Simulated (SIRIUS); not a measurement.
# GaN (P1) in SIRIUS: convergence with smearing width

Aim: find how far smearing width must go before the results for GaN settle, at LDA. This setting moves, with any that are tied to it; all else stays.

Program: SIRIUS 7.10.0. These are calculated values, not measurements. Logs are shortened: lines on timing, memory, paths and dates and some standing lists are left out, and cuts for length are marked. The log counts tension as positive stress, the text compression.

### Step 1. The cell of the first run

The typed cell holds 2 atoms: a = 3.187 Å, b = 3.187 Å, c = 3.187 Å, α = 60.00°, β = 60.00°, γ = 60.00°.

The cell is a database's computed one.

The cell isn't the ideal one: atoms moved at random, drawn with an rms of 0.1 Å.

### Step 2. With smearing width 0.4 eV

Input file sirius.json:

```json
{
  "control": {
    "processing_unit": "cpu",
    "verbosity": 2,
    "num_bands_to_print": 21,
    "print_forces": true,
    "print_stress": true
  },
  "parameters": {
    "electronic_structure_method": "pseudopotential",
    "xc_functionals": ["XC_LDA_X", "XC_LDA_C_PW"],
    "gk_cutoff": 10.3,
    "pw_cutoff": 20.6,
    "ngridk": [4, 4, 4],
    "shiftk": [0, 0, 0],
    "smearing": "fermi_dirac",
    "smearing_width": 0.0146997289,
    "num_bands": 21,
    "num_mag_dims": 0,
    "num_dft_iter": 100,
    "energy_tol": 1e-08,
    "density_tol": 1e-06
  },
  "iterative_solver": {
    "type": "davidson",
    "min_tolerance": 1e-10
  },
  "mixer": {
    "type": "anderson",
    "beta": 0.7,
    "max_history": 8
  },
  "settings": {
    "tol_ne": 1e-10
  },
  "unit_cell": {
    "lattice_vectors": [
      [0.0, 4.258498969853, 4.258498969853],
      [4.258498969853, 0.0, 4.258498969853],
      [4.258498969853, 4.258498969853, 0.0]
    ],
    "atom_coordinate_units": "lattice",
    "atom_types": ["Ga", "N"],
    "atom_files": {
      "N": "N.json",
      "Ga": "Ga.json"
    },
    "atoms": {
      "Ga": [
        [0.0191, 0.001291, -0.031378]
      ],
      "N": [
        [0.243157, 0.240328, 0.230688]
      ]
    }
  }
}
```

Potentials or basis: PseudoDojo 0.4.1 LDA stringent (scalar relativistic).

Command:

```sh
$ upf_to_json N.upf
$ upf_to_json Ga.upf
$ OMP_NUM_THREADS=1 sirius.scf --input=sirius.json --output=out.json --task=0
```

The program printed:

```text
[info] SIRIUS version : 7.10.0
[info] number of MPI ranks           : 1
[info] MPI grid                      : 1 1
[info] maximum number of OMP threads : 1
[fft] FFT context for density and potential
[fft] =====================================
[fft]   comm size                             : 1
[fft]   plane wave cutoff                     : 20.6
[fft]   grid size                             : 45 45 45   total : 91125
[fft]   grid limits                           : -22 22   -22 22   -22 22
[fft]   number of G-vectors within the cutoff : 11450
[fft]   local number of G-vectors             : 11450
[fft]   number of G-shells                    : 637
[fft] FFT context for coarse grid
[fft] =====================================
[fft]   comm size                             : 1
[fft]   plane wave cutoff                     : 20.6
[fft]   grid size                             : 45 45 45   total : 91125
[fft]   grid limits                           : -22 22   -22 22   -22 22
[fft]   number of G-vectors within the cutoff : 11450
[fft]   local number of G-vectors             : 11450
[fft]   number of G-shells                    : 637
[unit cell] lattice vectors
[unit cell]   a1 :       0.0000000000      4.2584989699      4.2584989699
[unit cell]   a2 :       4.2584989699      0.0000000000      4.2584989699
[unit cell]   a3 :       4.2584989699      4.2584989699      0.0000000000
[unit cell] reciprocal lattice vectors
[unit cell]   b1 :      -0.7377230042      0.7377230042      0.7377230042
[unit cell]   b2 :       0.7377230042     -0.7377230042      0.7377230042
[unit cell]   b3 :       0.7377230042      0.7377230042     -0.7377230042
[unit cell] unit cell volume :       154.45416901 [a.u.^3]
[unit cell] 1/sqrt(omega)    :         0.08046373
[unit cell] MT volume        :         0.00000000 ( 0.00%)
[unit cell] IT volume        :       154.45416901 (100.00%)
[unit cell] number of atom types : 2
[unit cell] type id : 0 symbol : Ga mt_radius :  18.570000 num_atoms : 1
[unit cell] type id : 1 symbol :  N mt_radius :  10.570000 num_atoms : 1
[unit cell] total number of atoms : 2
[unit cell] number of symmetry classes : 2
[unit cell] number of PAW atoms : 0
[unit cell] atom id  type id  class id             position                      vector_field
[unit cell] ------------------------------------------------------------------------------------------
[unit cell]      0        0        0      0.01910   0.00129  -0.03138      0.00000   0.00000   0.00000
[unit cell]      1        1        1      0.24316   0.24033   0.23069      0.00000   0.00000   0.00000
[unit cell] atom id         position (Cartesian, a.u.)
[unit cell] ---------------------------------------------
[unit cell]      0      -0.128125   -0.052286    0.086835
[unit cell]      1       2.005821    2.017868    2.058920
[unit cell] class id : 0 atom id : 0
[unit cell] class id : 1 atom id : 1
[unit cell] minimum bond length:     3.567687
[unit cell] total number of pseudo wave-functions: 17
[sym] space group number   : 1
[sym] international symbol : P1
[sym] Hall symbol          : P 1
[sym] space group transformation matrix :
[... 389 lines left out ...]
[find] hartree contribution           :     100.23334018
[find] xc contribution                :     -28.33851187
[find] ewald contribution             :    -135.27501086
[find] PAW contribution               :       0.00000000
[find] smearing (-TS)                 :      -0.00123899
[find] SCF correction                 :       0.00000003
[find] Total energy                   :    -258.36227854 (Ha),    -516.72455708 (Ry)
[find] Free energy (E-TS)             :    -258.36351753 (Ha),    -516.72703507 (Ry)
[find] band gap (eV)                  :       1.58282387
[find] Efermi                         :       0.46580380
[find] iteration : 19, RMS : 9.705927773949e-09, energy difference : 9.094947017729e-13
[find] Hartree energy of density residual : 8.303124758341e-15
[find] bands are converged : true
[find] iterative solver converged : true
[find] converged after 20 SCF iterations!
[find] Charges and magnetic moments
[find] --------------------------------------------------------------------------------
[find] total charge          : 26.000000
[find] Energy
[find] --------------------------------------------------------------------------------
[find] valence_eval_sum               :     -26.61704926
[find] <rho|V^{XC}>                   :     -32.10163359
[find] <rho|E^{XC}>                   :     -28.33851187
[find] <mag|B^{XC}>                   :       0.00000000
[find] <rho|V^{H}>                    :     200.46668035
[find] one-electron contribution      :    -194.98209602 (Ha),    -389.96419204 (Ry)
[find] hartree contribution           :     100.23334018
[find] xc contribution                :     -28.33851187
[find] ewald contribution             :    -135.27501086
[find] PAW contribution               :       0.00000000
[find] smearing (-TS)                 :      -0.00123899
[find] SCF correction                 :       0.00000003
[find] Total energy                   :    -258.36227854 (Ha),    -516.72455708 (Ry)
[find] Free energy (E-TS)             :    -258.36351753 (Ha),    -516.72703507 (Ry)
[find] band gap (eV)                  :       1.58282387
[find] Efermi                         :       0.46580380
[ground_state] === stress tensor components [kbar] ===
[ground_state] === stress_kin ===
[ground_state] -161932.489363   74.993352   27.859533
[ground_state]    74.993352-161933.832784   -2.296702
[ground_state]    27.859533   -2.296702-161942.046887
[ground_state] === stress_har ===
[ground_state] -63725.588541-2497.584983 -934.636214
[ground_state] -2497.584983-63694.724423   48.520625
[ground_state]  -934.636214   48.520625-63507.928917
[ground_state] === stress_ewald ===
[ground_state] 85734.500983-4349.025569-1627.206283
[ground_state] -4349.02556985793.452100   59.642614
[ground_state] -1627.206283   59.64261486148.983035
[ground_state] === stress_vloc ===
[ground_state] 36293.144124 6788.212582 2540.000177
[ground_state]  6788.21258236204.526992 -111.725669
[ground_state]  2540.000177 -111.72566935669.178299
[ground_state] === stress_xc ===
[ground_state]  7168.136012    0.000000    0.000000
[ground_state]     0.000000 7168.136012    0.000000
[ground_state]     0.000000    0.000000 7168.136012
[ground_state] === stress_core ===
[ground_state]  9189.320353    1.365603    0.509835
[ground_state]     1.365603 9189.291177    0.031910
[ground_state]     0.509835    0.031910 9189.116589
[ground_state] === stress_nonloc ===
[ground_state] 87337.151887  -59.473666  -22.086416
[ground_state]   -59.47366687338.568373    0.308652
[ground_state]   -22.086416    0.30865287347.153823
[ground_state] === stress_us_nl ===
[ground_state] 87337.151887  -59.473666  -22.086416
[ground_state]   -59.47366687338.568373    0.308652
[ground_state]   -22.086416    0.30865287347.153823
[ground_state] === stress_total ===
[ground_state]    64.175454  -41.512681  -15.559368
[ground_state]   -41.512681   65.417447   -5.518570
[ground_state]   -15.559368   -5.518570   72.591955
[ground_state] ==== total Forces in Ha/bohr =====
[ground_state] atom:    0, force:      -0.0020751     -0.0071941     -0.0189214
[ground_state] atom:    1, force:       0.0020748      0.0071936      0.0189211
[ground_state] ==== ultrasoft contribution from Qij =====
[ground_state] atom:    0, force:       0.0000000      0.0000000      0.0000000
[ground_state] atom:    1, force:       0.0000000      0.0000000      0.0000000
[ground_state] ==== non-local contribution from Beta-projector =====
[ground_state] atom:    0, force:      -0.0048518     -0.0193438     -0.0516396
[ground_state] atom:    1, force:      -0.0000374     -0.0032600     -0.0091328
[ground_state] ==== contribution from local potential =====
[ground_state] atom:    0, force:       0.0459739      0.1770083      0.4737452
[ground_state] atom:    1, force:      -0.0411874     -0.1549706     -0.4144991
[ground_state] ==== contribution from core density =====
[ground_state] atom:    0, force:       0.0001838      0.0007376      0.0019670
[ground_state] atom:    1, force:      -0.0000814     -0.0001720     -0.0004411
[ground_state] ==== Ewald forces from ions =====
[ground_state] atom:    0, force:      -0.0433810     -0.1655962     -0.4429941
[ground_state] atom:    1, force:       0.0433810      0.1655962      0.4429941
[~DFT_ground_state] local op. applied: 28098
[~DFT_ground_state] evp. work count: 4965.45
[~DFT_ground_state] number of iterative solver steps: 1390
```

It took 80 s on 1 thread of Arm Neoverse V1, shared host; peak memory 0.35 GiB.

Results:

| Property | Result |
| --- | --- |
| Free energy | -7030.4295 eV |
| Pressure | -6.7 GPa |
| Largest force | 1.046 eV/Å |
| Band gap on the k mesh | 1.58 eV |

### Step 3. With smearing width 0.3 eV

sirius.json, as its differences from that of step 2:

```diff
@@ -16,3 +16,3 @@
     "smearing": "fermi_dirac",
-    "smearing_width": 0.0146997289,
+    "smearing_width": 0.0110247967,
     "num_bands": 21,
```

Potentials or basis: PseudoDojo 0.4.1 LDA stringent (scalar relativistic).

Command:

```sh
$ upf_to_json N.upf
$ upf_to_json Ga.upf
$ OMP_NUM_THREADS=1 sirius.scf --input=sirius.json --output=out.json --task=0
```

It took 74 s on 1 thread of Arm Neoverse V1, shared host; peak memory 0.35 GiB.

The run converged. Its results:

| Quantity | Value |
| --- | --- |
| Free energy | -7030.4234 eV |
| Pressure | -7.0 GPa |
| Largest force | 1.049 eV/Å |
| Band gap on the k mesh | 1.58 eV |

### Step 4. With smearing width 0.2 eV

sirius.json, as its differences from that of step 3:

```diff
@@ -16,3 +16,3 @@
     "smearing": "fermi_dirac",
-    "smearing_width": 0.0110247967,
+    "smearing_width": 0.0073498644,
     "num_bands": 21,
```

Command:

```sh
$ upf_to_json N.upf
$ upf_to_json Ga.upf
$ OMP_NUM_THREADS=1 sirius.scf --input=sirius.json --output=out.json --task=0
```

It took 74 s on 1 thread of Arm Neoverse V1, shared host; peak memory 0.35 GiB.

It converged, with:

```yaml
Free_energy: -7030.4210 eV
Pressure: -7.2 GPa
Largest_force: 1.051 eV/Å
Band_gap_on_the_k_mesh: 1.58 eV
```

### Step 5. With smearing width 0.136 eV

sirius.json, as its differences from that of step 4:

```diff
@@ -16,3 +16,3 @@
     "smearing": "fermi_dirac",
-    "smearing_width": 0.0073498644,
+    "smearing_width": 0.0049979078,
     "num_bands": 21,
@@ -37,6 +37,7 @@
     "lattice_vectors": [
-      [0.0, 4.258498969853, 4.258498969853],
-      [4.258498969853, 0.0, 4.258498969853],
-      [4.258498969853, 4.258498969853, 0.0]
+      [0.0, 0.707106781187, 0.707106781187],
+      [0.707106781187, 0.0, 0.707106781187],
+      [0.707106781187, 0.707106781187, 0.0]
     ],
+    "lattice_vectors_scale": 6.0224269985,
     "atom_coordinate_units": "lattice",
```

Command:

```sh
$ upf_to_json N.upf
$ upf_to_json Ga.upf
$ OMP_NUM_THREADS=1 sirius.scf --input=sirius.json --output=out.json --task=0
```

Run time: 74 s. Hardware: 1 thread of Arm Neoverse V1, shared host; peak memory 0.35 GiB.

The run converged. Its results:

| Quantity | Value |
| --- | --- |
| Free energy | -7030.4207 eV |
| Pressure | -7.2 GPa |
| Largest force | 1.052 eV/Å |
| Band gap on the k mesh | 1.58 eV |

### Step 6. With smearing width 0.1 eV

sirius.json, as its differences from that of step 5:

```diff
@@ -16,3 +16,3 @@
     "smearing": "fermi_dirac",
-    "smearing_width": 0.0049979078,
+    "smearing_width": 0.0036749322,
     "num_bands": 21,
@@ -37,7 +37,6 @@
     "lattice_vectors": [
-      [0.0, 0.707106781187, 0.707106781187],
-      [0.707106781187, 0.0, 0.707106781187],
-      [0.707106781187, 0.707106781187, 0.0]
+      [0.0, 4.258498969853, 4.258498969853],
+      [4.258498969853, 0.0, 4.258498969853],
+      [4.258498969853, 4.258498969853, 0.0]
     ],
-    "lattice_vectors_scale": 6.0224269985,
     "atom_coordinate_units": "lattice",
```

Potentials or basis: PseudoDojo 0.4.1 LDA stringent (scalar relativistic).

Command:

```sh
$ upf_to_json N.upf
$ upf_to_json Ga.upf
$ OMP_NUM_THREADS=1 sirius.scf --input=sirius.json --output=out.json --task=0
```

Wall time 73 s (1 thread of Arm Neoverse V1, shared host); peak memory 0.35 GiB.

It converged, with:

* Free energy: -7030.4207 eV
* Pressure: -7.2 GPa
* Largest force: 1.052 eV/Å
* Band gap on the k mesh: 1.58 eV

### Step 7. With smearing width 0.05 eV

sirius.json, as its differences from that of step 6:

```diff
@@ -16,3 +16,3 @@
     "smearing": "fermi_dirac",
-    "smearing_width": 0.0036749322,
+    "smearing_width": 0.0018374661,
     "num_bands": 21,
@@ -37,6 +37,7 @@
     "lattice_vectors": [
-      [0.0, 4.258498969853, 4.258498969853],
-      [4.258498969853, 0.0, 4.258498969853],
-      [4.258498969853, 4.258498969853, 0.0]
+      [0.0, 0.707106781187, 0.707106781187],
+      [0.707106781187, 0.0, 0.707106781187],
+      [0.707106781187, 0.707106781187, 0.0]
     ],
+    "lattice_vectors_scale": 6.0224269985,
     "atom_coordinate_units": "lattice",
```

Command:

```sh
$ upf_to_json N.upf
$ upf_to_json Ga.upf
$ OMP_NUM_THREADS=1 sirius.scf --input=sirius.json --output=out.json --task=0
```

Run time: 72 s. Hardware: 1 thread of Arm Neoverse V1, shared host; peak memory 0.36 GiB.

The run converged. Its results:

```
Free energy            : -7030.4207 eV
Pressure               : -7.2 GPa
Largest force          : 1.052 eV/Å
Band gap on the k mesh : 1.58 eV
```

### Step 8. With smearing width 0.025 eV

sirius.json, as its differences from that of step 7:

```diff
@@ -16,3 +16,3 @@
     "smearing": "fermi_dirac",
-    "smearing_width": 0.0018374661,
+    "smearing_width": 0.0009187331,
     "num_bands": 21,
@@ -37,7 +37,6 @@
     "lattice_vectors": [
-      [0.0, 0.707106781187, 0.707106781187],
-      [0.707106781187, 0.0, 0.707106781187],
-      [0.707106781187, 0.707106781187, 0.0]
+      [0.0, 4.258498969853, 4.258498969853],
+      [4.258498969853, 0.0, 4.258498969853],
+      [4.258498969853, 4.258498969853, 0.0]
     ],
-    "lattice_vectors_scale": 6.0224269985,
     "atom_coordinate_units": "lattice",
```

Command:

```sh
$ upf_to_json N.upf
$ upf_to_json Ga.upf
$ OMP_NUM_THREADS=1 sirius.scf --input=sirius.json --output=out.json --task=0
```

It took 73 s on 1 thread of Arm Neoverse V1, shared host; peak memory 0.35 GiB.

Results (log left out):

```
Free energy            : -7030.4207 eV
Pressure               : -7.2 GPa
Largest force          : 1.052 eV/Å
Band gap on the k mesh : 1.58 eV
```

### Step 9. With smearing width 0.01 eV

sirius.json, as its differences from that of step 8:

```diff
@@ -16,3 +16,3 @@
     "smearing": "fermi_dirac",
-    "smearing_width": 0.0009187331,
+    "smearing_width": 0.0003674932,
     "num_bands": 21,
```

Potentials or basis: PseudoDojo 0.4.1 LDA stringent (scalar relativistic).

Command:

```sh
$ upf_to_json N.upf
$ upf_to_json Ga.upf
$ OMP_NUM_THREADS=1 sirius.scf --input=sirius.json --output=out.json --task=0
```

Wall time 73 s (1 thread of Arm Neoverse V1, shared host); peak memory 0.36 GiB.

The run converged. Its results:

| Property | Result |
| --- | --- |
| Free energy | -7030.4207 eV |
| Pressure | -7.2 GPa |
| Largest force | 1.052 eV/Å |
| Band gap on the k mesh | 1.58 eV |

### Step 10. The series at a glance

```
smearing width  energy less the tightest run, at zero smearing (meV/atom)  pressure (GPa)  largest force (eV/Å)  gap on the mesh (eV)  SCF cycles  CPU time (s)  peak memory (GiB)
        0.4 eV                                                       4.03           -6.74                 1.046                 1.583          20            80               0.35
        0.3 eV                                                       1.60           -7.00                 1.049                 1.579          18            74               0.35
        0.2 eV                                                       0.33           -7.17                 1.051                 1.577          18            74               0.35
      0.136 eV                                                       0.04           -7.21                 1.052                 1.577          18            74               0.35
        0.1 eV                                                       0.00           -7.21                 1.052                 1.577          18            73               0.35
       0.05 eV                                                       0.00           -7.21                 1.052                 1.577          18            72               0.36
      0.025 eV                                                       0.00           -7.21                 1.052                 1.577          18            73               0.35
       0.01 eV                                                       0.00           -7.21                 1.052                 1.577          18            73               0.36
```

Against the tightest run, the energy stays within 1 meV/atom from 0.2 eV on; the pressure stays within 0.1 GPa from 0.2 eV on; the largest force stays within 0.005 eV/Å from 0.3 eV on; the gap on the mesh stays within 0.01 eV from 0.4 eV on. The tightest run that finished is the yardstick and may itself not be fully converged.

Caveats: all runs use coarse meshes.
